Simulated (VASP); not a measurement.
Runs of VASP 6.6.1 on GaSb. The structure is cubic, space group F-43m (No. 216). The conventional cell has a = 6.118 Å, b = 6.118 Å, c = 6.118 Å, α = 90.00°, β = 90.00°, γ = 90.00°. Sb (site symmetry -43m) is surrounded by 4 Ga at 2.65 Å. Around Ga (site symmetry -43m) lie 4 Sb at 2.65 Å. 

| task | potentials or basis | cell | cutoff (eV) | smearing | gap on the mesh (eV) | pressure (GPa) | relaxed volume (Å³/atom) |
| --- | --- | --- | --- | --- | --- | --- | --- |
| band structure | VASP PAW PBE potentials, release 64 (Sb, Ga) | as given | 500 | fermi-dirac 0.05 eV | 0.09 | 2.6 | - |
| single point | VASP PAW PBE potentials, release 64 (Sb, Ga_d) | as given | 520 | gaussian 0.029 eV | 0.04 | (b) | - |
| relaxation of cell and atoms | VASP PAW PBE potentials, release 64 (Sb, Ga) | relaxed | 580 | fermi-dirac 0.05 eV | none | 0.0 | 30.13 |
| relaxation of cell and atoms | VASP PAW PBE potentials, release 64 (Sb, Ga_d) | relaxed | 600 | fermi-dirac 0.05 eV | none | 0.0 | (a) |

Alike in all rows: level PBE; no spin polarisation; k mesh 8 × 8 × 8.

Problem. Estimate the missing entries.

Solution. (a) 30.04; (b) 2.4.

Caveats: spin-orbit coupling is left out, which moves the levels of the heavy elements (some runs); this crystal is a semiconductor, whose small gap the functional closes, so the metal is an error of the method (some runs).

A k mesh can miss the band edges, and the runs leave out spin-orbit coupling on Ga, Sb.

A gap of «none» marks a metal or a gap under the smearing width.

The runs don't all hold the same shells in valence.
